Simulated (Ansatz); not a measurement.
**HgTe (Fm-3m): electronic heat capacity and spin susceptibility from the density of states**

These are results of DFT r2SCAN, scalar-relativistic, plane waves, PAW (Ansatz 0.2.0), not measurements.

Cutoff 500 eV; k points 12×12×12 on the computed 2-atom cell (Γ-centred); Gaussian smearing, width 0.10 eV; no spin polarisation.

Relaxed cell: Fm-3m, a = 6.094 Å, b = 6.094 Å, c = 6.094 Å, α = 90.00°, β = 90.00°, γ = 90.00°, 2 atoms in the primitive cell. This rock-salt form isn't the usual stable structure of the compound.

The density of states at the Fermi level is 1.221 states/eV in the cell of 2 atoms (1 formula unit; both spins, tetrahedra on a 18×18×18 mesh).

Question: What Sommerfeld coefficient and Pauli susceptibility does this give?

Answer: Per formula unit N(E_F) = 1.221 states/eV. γ = (π²/3) k_B² N(E_F) N_A = 2.357 mJ/(mol K²) per state/eV, so γ = 2.9 mJ/(mol K²), a mole of formula units. χ_P = μ_B² N(E_F) N_A = 3.23×10⁻⁵ emu/mol per state/eV gives 3.9×10⁻⁵ emu/mol. This is the bare band result: a measured γ of the same phase is as a rule larger by a factor 1 + λ from phonons and spin fluctuations, the spin part of χ is larger by the Stoner factor, and a measured χ also holds orbital and core terms. N(E_F) at one energy is sensitive to the mesh where the density of states has sharp peaks.

Spin-orbit coupling is left out, which matters for the bands of heavy elements.

Cost: 1 run of about 1.3 core-minutes, on Intel Xeon Processor @ 2.50GHz (Skylake/Cascade Lake) (shared hosts).